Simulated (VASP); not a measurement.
Input of a VASP 6.6.1 run:

File INCAR:

```
SYSTEM = Te2Mo
ALGO     = Normal         ! electronic algorithm
DIPOL    = 0.5 0.5 0.500
EDIFF    = 1E-8           ! SCF threshold, eV
ENCUT    = 750            ! plane-wave cutoff, eV
GGA      = PE             ! functional
IDIPOL   = 3            
ISIF     = 2              ! what is computed and relaxed
ISMEAR   = 0              ! smearing method
LASPH    = .TRUE.         ! aspherical terms in the spheres
LCHARG   = .FALSE.        ! write CHGCAR
LDIPOL   = .TRUE.       
LREAL    = .FALSE.        ! projectors in reciprocal space
LVACPOTAV= .TRUE.       
LVHAR    = .TRUE.       
LWAVE    = .FALSE.        ! write WAVECAR
NBANDS   = 24             ! bands
NELM     = 120            ! most SCF steps
PREC     = Accurate       ! precision mode
SIGMA    = 0.05           ! smearing width, eV
```

Contents of KPOINTS:

```
k-points
0
G
  12 12 1
  0 0 0
```

Contents of POSCAR:

```
Te2Mo
1.0
    3.5182000000      0.0000000000      0.0000000000
   -1.7591000000      3.0468505800      0.0000000000
    0.0000000000      0.0000000000     25.6051888000
Te Mo
2 1
Direct
    0.3333333333      0.6666666667      0.4296004254
    0.3333333333      0.6666666667      0.5703995746
    0.6666666667      0.3333333333      0.5000000000
```

Potentials or basis: VASP PAW PBE potentials, release 64 (Te, Mo_sv).

Run with:

```sh
$ cat potpaw_PBE.64/Te/POTCAR potpaw_PBE.64/Mo_sv/POTCAR > POTCAR
$ mpirun -np 1 vasp_std > vasp.out
```

(1) Predict the largest force.

(2) Estimate the band gap on the k mesh.

## Answers

(1) 0.275 eV/Å.

(2) 1.14 eV, direct.

Caveat: spin-orbit coupling is left out, which moves the levels of the heavy elements.
